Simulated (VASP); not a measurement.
**CoO under changes of volume**

One of the cells (9.018 Å³/atom); the others are scaled copies at fixed shape and fractional positions:

```
CELL_PARAMETERS angstrom
0.00000 2.08148 2.08148
2.08148 0.00000 2.08148
2.08148 2.08148 0.00000
ATOMIC_POSITIONS crystal
Co 0.00000 0.00000 0.00000
O 0.50000 0.50000 0.50000
```

* Program: VASP 6.6.1
* Functional: PBEsol
* Potentials or basis: VASP PAW PBE potentials, release 64 (Co, O)
* Cutoff: 520 eV
* k mesh: 10 × 10 × 10
* Occupations: fermi-dirac, width 0.05 eV
* Spin: collinear spin, ferromagnetic start
* Starting moments: [2.0, 0.0] μB

```tsv
volume (Å³/atom)	energy over the lowest point (meV/atom)	pressure (GPa)	moment (μB per cell)
8.657	?	?	?
8.838	2.80	3.2	2.57
9.018	0.00	0.3	2.73
9.198	0.97	-3.1	2.82
9.379	5.89	-6.5	2.87
```

What does the run at 8.657 Å³/atom give?

Energy over the lowest point 7.59 meV/atom; pressure 6.1 GPa; moment 2.39 μB per cell.

Worked out: A Birch-Murnaghan fit of order 2 (a polynomial in V^(-2/3)) to the other rows has its minimum at 9.06 Å³/atom with B0 = V·E''(V) = 177 GPa. It gives 10.23 meV/atom at 8.657 Å³/atom, against the run's 7.59, and -dE/dV = 8.7 GPa, against 6.1. A parabola through the other rows of the moment, of slope 1.32 μB per Å³/atom there, extrapolates to 2.36 μB, against the run's 2.39.

Energies are extrapolated to zero smearing.

Caveats: the PAW data sets were made with another functional, which shifts forces and pressure a little; a cell with one magnetic atom can't hold antiferromagnetic order, which such compounds often take.
